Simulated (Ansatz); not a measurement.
**A film clamped to a substrate in AlNi**

Theory: DFT r2SCAN, scalar-relativistic, plane waves, PAW in Ansatz 0.2.0. Cutoff 500 eV, Γ-centred 20×20×20 k-points, Gaussian smearing of 0.15 eV. No spin polarisation. A magnetic state may lie lower. Energies are free energies at this smearing, counted from the undisturbed cell; pressure is positive in compression.

Zero of the scan (relaxed at this level; it needn't be the usual structure):

```
Al Ni
1.0
     2.02239   -2.02217    0.00000
     2.02239    2.02217    0.00000
     0.00000    0.00000    2.87002
Al Ni
1 1
Direct
  0.00000 0.00000 0.00000
  0.50000 0.50000 0.50000
```

The cell (2 atoms, V0 = 23.47 Å³) is strained by p along both x and y and by q along z, fractional coordinates fixed. τp = (1/V0) ∂E/∂p = (σxx + σyy)(1 + p)(1 + q) and τq = (1/V0) ∂E/∂q = σzz(1 + p)², with tension positive.

```csv
p,q,ΔE (meV/atom),τp (GPa),τq (GPa)
0.000,0.000,0.00,-0.17,0.20
-0.030,0.000,27.44,-25.76,-9.71
0.030,0.000,22.84,20.16,8.37
0.000,-0.030,7.66,-9.52,-7.48
0.000,0.030,7.43,8.48,6.31
```

Q: Get the second derivatives of the energy density.

A: Central differences give A = ∂τp/∂p = 765 GPa (C11 + C22 + 2 C12), C = ∂τq/∂q = 230 GPa (C33) and the cross term B = ∂τq/∂p = 301 GPa (C13 + C23); ∂τp/∂q = 300 GPa must equal B, and any difference shows higher-order terms. Steps this large leave an error of some per cent of A or C in all of these, which can swamp a small B. The ions are clamped.

Q: A film of this crystal grows with z along the normal on a substrate that imposes p. How does its thickness respond, and what does the misfit cost?

A: Count p and q from the stress-free cell. A free surface needs τq = 0, so q = −(B/C) p = -1.31 p. The energy density left is (A − B²/C) p²/2 = M p², with the biaxial modulus M = 185 GPa; a misfit of 1 % costs 1.36 meV/atom, against 2.80 meV/atom if the thickness were held.

In a metal these slopes depend on the k mesh and the smearing.

The cell is the cubic CsCl structure seen along a cube axis, and the slopes respect that symmetry: A is close to twice C plus B. Both atoms sit on inversion centres, so these strains exert no force on them and clamping the ions costs nothing in accuracy. Letting the thickness respond cuts the misfit energy from 2.80 to 1.36 meV/atom. The main reason is geometric. The Al–Ni nearest-neighbour bonds lie along the body diagonals, and a tetragonal distortion at constant volume leaves their lengths unchanged to first order. It is resisted mainly by bond bending, second neighbours and the electron gas, which probably explains why the film contracts by less than constant volume would require. With the thickness held, in-plane compression costs more than equal extension (27.44 against 22.84 meV/atom), as expected from steepening short-range repulsion. This asymmetry does not carry over to a film whose thickness responds: the curvature of the tabulated stresses suggests the opposite sign there, with the harmonic misfit energy somewhat too high for compressed films and too low for stretched ones. The biaxial modulus holds for a cube-face film only; other orientations also involve the cubic shear constant C44, which these strains don't probe.
